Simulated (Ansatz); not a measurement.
# Ti: response to strain

Aim: deform Ti (zz strain of +3 %) and compute stress, forces and field gradients with LAPW, PAW and all-electron datasets made for the crystal.

Program: Ansatz 0.2.0. Level of theory: DFT PBE, scalar-relativistic. These are calculated values, not measurements.

## Step 1: The starting structure

Symmetry: P6_3/mmc, No. 194, hexagonal system. The conventional cell has a = 2.950 Å, b = 2.950 Å, c = 4.686 Å, α = 90.00°, β = 90.00°, γ = 120.00°. Ti (site symmetry -6m2) is surrounded by 12 Ti at 2.90 to 2.95 Å.

Coordinates:

```xyz
2
Lattice="2.9500 0.0000 0.0000 -1.4750 2.5548 0.0000 0.0000 0.0000 4.6860" Properties=species:S:1:pos:R:3 pbc="T T T"
Ti    0.0000    1.7032    1.1715
Ti    1.4750    0.8516    3.5145
```

Atoms are numbered in the order of the input: Ti1, Ti2.

## Step 2: The deformed structure

Space group P6_3/mmc before, P6_3/mmc after.

## Step 3: LAPW, all electrons

input.yaml

```yaml
crystal:
  lattice:
    - [2.9499978604, 0.0, 0.0]
    - [-1.4749989302, 2.5547730882, 0.0]
    - [0.0, 0.0, 4.82658]
  atoms:
    - { symbol: Ti, position: [0.3333333333, 0.6666666667, 0.25] }
    - { symbol: Ti, position: [0.6666666667, 0.3333333333, 0.75] }
kpoints:
  mp_grid: { grid: [13, 13, 7] }
  band_path:
    path:
      - [0.0, 0.0, 0.0]
      - [0.5, 0.0, 0.0]
      - [0.3333333333, 0.3333333333, 0.0]
      - [0.0, 0.0, 0.0]
      - [0.0, 0.0, 0.5]
      - [0.5, 0.0, 0.5]
      - [0.3333333333, 0.3333333333, 0.5]
      - [0.0, 0.0, 0.5]
      - [0.5, 0.0, 0.5]
    npoints: 5
scf:
  occupations: { method: fermi_dirac, width: 0.08 }
hamiltonian:
  xc: pbe
  pseudopotentials: { kind: all_electron, lapw: { basis_error: 0.0005 } }
output:
  forces: true
  stress: true
  eigenvalues: true
```

Command:

```console
> ansatz run input.yaml --threads 1 --pin off --max-ram 3072MiB --backend cpu --events-out ev --progress --plain --runs-dir out
```

The log of the run, shortened:

```text
LAPW: plane waves up to 7.744 Å⁻¹, error target 5.0e-4 eV per atom; small_component_spin mean_spin; Ti in spheres of 1.475 Å, 12 of its electrons in bands, Dirac shells []
[...]
Pseudopotentials: kind: all_electron
Pseudopotential: Ti, LAPW, valence charge 12, Koelling and Harmon's equation, gaussian nucleus
Functional definition: PBE
[...]
Crystal: 2 atoms, lattice volume = 36.376 Å³
Basis set: ecut = 228.48228287266343 eV, 287 PW (Γ), exchange–correlation at level 2
Bands: 16, of which v1, the nominal top of the filled ones, is band 12 counted from 1 (11 counted from 0)
Symmetry: 24 space group operations
Space group: P63/mmc (ITA 194), of the structure as read, at distance tolerance 3.3e-5 Å
k-points: 84 of 1183
[...]
SCF iter   1: F=—  HF=-46467.025728 eV  |F-HF|=—  |Δ(HF+E_count)|=         —  Δρ=2.44e-2  dr2=1.61e-1  ethr=6.65e-4  ⟨swp⟩=2.7  Hψ=9585  notcnv=0
[...]
the basis was enlarged: its passes take 746.8 KiB over the memory plan, 1 of 1 planned eigensolver slots
[...]
SCF iter   7: F=-46466.652458 eV  HF=-46466.652458 eV  |F-HF|=9.46e-10  |Δ(HF+E_count)|=   7.69e-8  Δρ=9.70e-7  dr2=2.97e-10  ethr=1.28e-10  ⟨swp⟩=3.0  Hψ=4742  notcnv=0
[...]
NSCF: frozen V_eff on 41 k-points
SCF converged after 7 iterations
Free energy (F): -46466.652458 eV
[...]
E sigma→0 (E₀):  -46466.627042 eV
Entropy (-TS):   -0.050832 eV (-25.416 meV/atom)
Fermi energy:    13.042433 eV
[...]
--- Forces (eV/Å), atoms counted from 1 ---
  atom   1  Ti     0.00000000    -0.00000000     0.00000000
  atom   2  Ti     0.00000000     0.00000000     0.00000000
[...]
--- Stress (GPa, compression-positive) ---
       -3.413541      -0.000000       0.000000
       -0.000000      -3.413541       0.000000
        0.000000       0.000000      -6.804064
  P = ⅓ Tr σ = -4.5437 GPa (-45.437 kbar)
--- Band table (eV; the first three rows and the last of 84) ---
  k-point 0: bands = ["-43.8212", "-43.7204", "-20.3502", "-19.7974", "-19.7974", "-19.7793", "-19.7235", "-19.7235", "6.9830", "10.4563", "13.4337", "13.7304", "13.8493", "13.8493", "14.2650", "14.2650"]
[...]
```

Wall time 13 s (1 thread of Intel Xeon Platinum 8259CL at 2.50GHz (Skylake/Cascade Lake), shared host); peak memory 0.39 GiB.

In short: pressure -4.54 GPa; no gap.

## Step 4: Frozen-core PAW

input.yaml

```yaml
crystal:
  lattice:
    - [2.9499978604, 0.0, 0.0]
    - [-1.4749989302, 2.5547730882, 0.0]
    - [0.0, 0.0, 4.82658]
  atoms:
    - { symbol: Ti, position: [0.3333333333, 0.6666666667, 0.25] }
    - { symbol: Ti, position: [0.6666666667, 0.3333333333, 0.75] }
kpoints:
  mp_grid: { grid: [13, 13, 7] }
scf:
  occupations: { method: fermi_dirac, width: 0.08 }
hamiltonian:
  xc: pbe
  pseudopotentials: { kind: paw }
output:
  forces: true
  stress: true
  eigenvalues: true
  efg: { contact_densities: true }
```

Command:

```console
> ansatz run input.yaml --threads 1 --pin off --max-ram 3072MiB --backend cpu --events-out ev --progress --plain --runs-dir out
```

The log of the run, shortened:

```text
[...]
Pseudopotentials: kind: paw
Pseudopotential: Ti, paw, valence charge 12, recommended cutoff 420 eV (normal)
[... 1 set-up line as earlier in the session ...]
[...]
Crystal: 2 atoms, lattice volume = 36.376 Å³
Basis set: ecut = 420 eV, 701 PW (Γ), exchange–correlation on 40×40×72 points (8 copies of the dense FFT grid, shifted against one another)
Bands: 16, of which v1, the nominal top of the filled ones, is band 12 counted from 1 (11 counted from 0)
[... 2 set-up lines as earlier in the session ...]
k-points: 84 of 1183
[...]
SCF iter   1: F=—  HF=-4999.324472 eV  |F-HF|=—  |Δ(HF+E_count)|=         —  Δρ=4.09e-3  dr2=2.66e-3  ethr=1.77e-3  ⟨swp⟩=3.8  Hψ=5454  notcnv=0
[...]
  atom   1  Ti     0.00000000    -0.00000000     0.00000000
  atom   2  Ti     0.00000000     0.00000000     0.00000000
[...]
--- Stress (GPa, compression-positive) ---
       -3.402310       0.000000       0.000000
       -0.000000      -3.402310       0.000000
        0.000000       0.000000      -6.788342
  P = ⅓ Tr σ = -4.5310 GPa (-45.310 kbar)
--- PAW observables at the nuclei: V_zz in 10²¹ V/m², potentials from the cell's mean, atoms counted from 1 ---
  atom   1  Ti V_zz =    +1.144482   η = 0.0000   by run symmetry: allowed
            electrostatic potential = -2530.357715 V   contact ρ = 56790.919752 e/Å³
  atom   2  Ti V_zz =    +1.144482   η = 0.0000   by run symmetry: allowed
            electrostatic potential = -2530.357715 V   contact ρ = 56790.919752 e/Å³
--- Band table (eV; the first three rows and the last of 84) ---
  k-point 0: bands = ["-44.2133", "-44.1124", "-20.7428", "-20.1888", "-20.1888", "-20.1716", "-20.1148", "-20.1148", "6.5884", "10.0625", "13.0408", "13.3360", "13.4555", "13.4555", "13.8713", "13.8713"]
[...]
```

It took 3.4 s on 1 thread of Intel Xeon Platinum 8259CL at 2.50GHz (Skylake/Cascade Lake), shared host; peak memory 0.39 GiB.

Result: pressure -4.53 GPa; no gap; Vzz Ti1 1.14 (η = 0.00) (10²¹ V/m²).

## Step 5: All-electron PAW on datasets made for the crystal

input.yaml, as its differences from that of step 4:

```diff
@@ -14,3 +14,3 @@
   xc: pbe
-  pseudopotentials: { kind: paw }
+  pseudopotentials: { kind: all_electron, datasets: crystal }
 output:
```

Command:

```console
> ansatz run input.yaml --threads 1 --pin off --max-ram 3072MiB --backend cpu --events-out ev --progress --plain --runs-dir out
```

The log of the run, shortened:

```text
[...]
band count auto-derived: 13 (N_el = 8.0; filled up to band 4; 8 by the electrons, moments and atoms)
[...]
[... 1 set-up line as earlier in the session ...]
Pseudopotential: Ti, paw, valence charge 12, recommended cutoff 240 eV (normal), Koelling and Harmon's equation, gaussian nucleus
[... 1 set-up line as earlier in the session ...]
[...]
Crystal: 2 atoms, lattice volume = 36.376 Å³
Basis set: ecut = 240 eV, 313 PW (Γ), exchange–correlation on 30×30×50 points (8 copies of the dense FFT grid, shifted against one another)
Bands: 13, of which v1, the nominal top of the filled ones, is band 4 counted from 1 (3 counted from 0)
[... 2 set-up lines as earlier in the session ...]
k-points: 84 of 1183
[...]
SCF iter   1: F=—  HF=-46467.084314 eV  |F-HF|=—  |Δ(HF+E_count)|=         —  Δρ=5.81e-2  dr2=1.34e0  ethr=1.68e-2  ⟨swp⟩=2.0  Hψ=6743  notcnv=0
[...]
  atom   1  Ti    -0.00000000    -0.00000000     0.00000000
  atom   2  Ti     0.00000000     0.00000000     0.00000000
[...]
--- Stress (GPa, compression-positive) ---
       -3.413601      -0.000000       0.000000
       -0.000000      -3.413601       0.000000
        0.000000       0.000000      -6.803795
  P = ⅓ Tr σ = -4.5437 GPa (-45.437 kbar)
  It holds what live shells' own plane waves past their cutoff add
--- PAW observables at the nuclei: V_zz in 10²¹ V/m², potentials from the cell's mean, atoms counted from 1 ---
  atom   1  Ti V_zz =    +1.135489   η = 0.0000   by run symmetry: allowed
            electrostatic potential = -2530.281335 V   contact ρ = 56838.320244 e/Å³
  atom   2  Ti V_zz =    +1.135489   η = 0.0000   by run symmetry: allowed
            electrostatic potential = -2530.281335 V   contact ρ = 56838.320244 e/Å³
--- Band table (eV; the first three rows and the last of 84) ---
  k-point 0: bands = ["6.9830", "10.4564", "13.4338", "13.7305", "13.8493", "13.8493", "14.2650", "14.2650", "14.7669", "14.7669", "16.0685"]
[...]
```

Run time: 10 s. Hardware: 1 thread of Intel Xeon Platinum 8259CL at 2.50GHz (Skylake/Cascade Lake), shared host; peak memory 0.43 GiB.

This run gives: pressure -4.54 GPa; no gap; Vzz Ti1 1.14 (η = 0.00) (10²¹ V/m²).

## Step 6: Stress and forces compared

Stress (GPa, compression positive):

| method | xx | yy | zz | yz | xz | xy |
| --- | --- | --- | --- | --- | --- | --- |
| LAPW | -3.41 | -3.41 | -6.80 | 0.00 | 0.00 | 0.00 |
| PAW | -3.40 | -3.40 | -6.79 | 0.00 | 0.00 | 0.00 |
| crystal datasets | -3.41 | -3.41 | -6.80 | 0.00 | 0.00 | 0.00 |

| method | pressure (GPa) | Vzz Ti1 (10²¹ V/m²) | SCF cycles, all passes |
| --- | --- | --- | --- |
| LAPW | -4.54 | – | 7 |
| PAW | -4.53 | 1.14 | 6 |
| crystal datasets | -4.54 | 1.14 | 7 |

## Step 7: What came out

```
                                 quantity                                              value
                                 pressure  LAPW -4.54, PAW -4.53, crystal datasets -4.54 GPa
largest shear or deviatoric stress (LAPW)                                           2.26 GPa
```

What this shows: The largest part of the stress beyond the pressure is 2.26 GPa in size, in the zz component; the atoms are carried along and not relaxed. No run of the undeformed cell stands beside it, so the pressure holds what the given cell had before the change. PAW: stress within 0.02 GPa of LAPW. Crystal datasets: stress within 0.01 GPa of LAPW.
